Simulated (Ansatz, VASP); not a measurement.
**Sr in VASP and in Ansatz**

File INCAR:

```
SYSTEM = Sr
PREC     = Accurate       ! precision mode
ENCUT    = 600            ! plane-wave cutoff, eV
EDIFF    = 1E-6           ! SCF threshold, eV
ISMEAR   = 0              ! smearing method
SIGMA    = 0.1            ! smearing width, eV
LREAL    = .FALSE.        ! projectors in reciprocal space
LASPH    = .TRUE.         ! aspherical terms in the spheres
NELM     = 100            ! most SCF steps
ALGO     = Normal         ! electronic algorithm
ISIF     = 3              ! what is computed and relaxed
LWAVE    = .FALSE.        ! write WAVECAR
LCHARG   = .FALSE.        ! write CHGCAR
GGA      = PS             ! functional
IBRION   = 2              ! ionic algorithm
NSW      = 100            ! ionic steps
EDIFFG   = -0.01          ! ionic threshold
```

KPOINTS

```
Automatic mesh
0
G
  18 18 18
  0 0 0
```

Contents of POSCAR:

```
Sr
1.0
   -2.0760905755      2.0760905755      3.0294938632
    2.0760905755     -2.0760905755      3.0294938632
    2.0760905755      2.0760905755     -3.0294938632
Sr
1
Direct
    0.0000000000      0.0000000000      0.0000000000
```

Input for Ansatz:

```yaml
crystal:
  lattice:
    - [-2.0760905755, 2.0760905755, 3.0294938632]
    - [2.0760905755, -2.0760905755, 3.0294938632]
    - [2.0760905755, 2.0760905755, -3.0294938632]
  atoms:
    - { symbol: Sr, position: [0.0, 0.0, 0.0] }
basis:
  ecutwfc: 420
kpoints:
  mp_grid: { grid: [18, 18, 18] }
hamiltonian:
  xc: pbesol
scf:
  occupations: { method: gaussian, width: 0.1 }
output:
  forces: true
  stress: true
  eigenvalues: true
relax:
  adjacent_minimum: "off"
  f_tol: 0.01
  max_steps: 80
  cell: { stress_tol: 0.05 }
```

Alike in both runs: task relaxation of cell and atoms; functional PBEsol; k mesh 18 × 18 × 18; occupations gaussian, width 0.1 eV; no spin polarisation.

|  | VASP | Ansatz |
| --- | --- | --- |
| version | VASP 6.6.1 | Ansatz 0.2.0 |
| potentials or method | VASP PAW PBE potentials, release 64 (Sr_sv) | scalar-relativistic, plane waves, PAW |
| plane-wave cutoff (eV) | 600 | 420 |
| valence electrons in the cell | 10 | 10 |

VASP gave:

| Property | Result |
| --- | --- |
| gap on the k mesh at the Fermi level, each at its own relaxed structure (eV) | none |
| relaxed volume (Å³/atom) | 51.98 |
| relaxed cell length with the largest relative difference (Å) | 4.192 |

Which values does Ansatz return?

gap on the k mesh at the Fermi level, each at its own relaxed structure (eV): none; relaxed volume (Å³/atom): 51.84; relaxed cell length with the largest relative difference (Å): 4.185.

A gap of «none» marks a metal or a gap that the smearing closes.

Caveats: the PAW data sets were made with another functional, which shifts forces and pressure a little (VASP).
